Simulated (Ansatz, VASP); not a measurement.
## KCl in VASP and in Ansatz

```
K Cl
1.0
     0.00000    3.21680    3.21680
     3.21680    0.00000    3.21680
     3.21680    3.21680    0.00000
K Cl
1 1
Direct
  0.00000 0.00000 0.00000
  0.25000 0.25000 0.25000
```

Alike in both runs: task single point; functional LDA; k mesh 6 × 6 × 6; occupations gaussian, width 0.01 eV; no spin polarisation.

```csv
,VASP,Ansatz
version,VASP 6.6.1,Ansatz 0.2.0
potentials or method,"VASP PAW LDA potentials, release 64 (K_sv, Cl)","scalar-relativistic, plane waves, PAW"
plane-wave cutoff (eV),520,420
valence electrons in the cell,16,16
```

|  | VASP | Ansatz | Ansatz less VASP |
| --- | --- | --- | --- |
| gap on the k mesh at the Fermi level (eV) | 4.88 | 4.87 | -0.003 |
| least direct gap on the mesh (eV) | 5.08 | 5.08 | -0.001 |

A k mesh can miss the band edges. As with any semilocal functional, this LDA gap is likely too small.
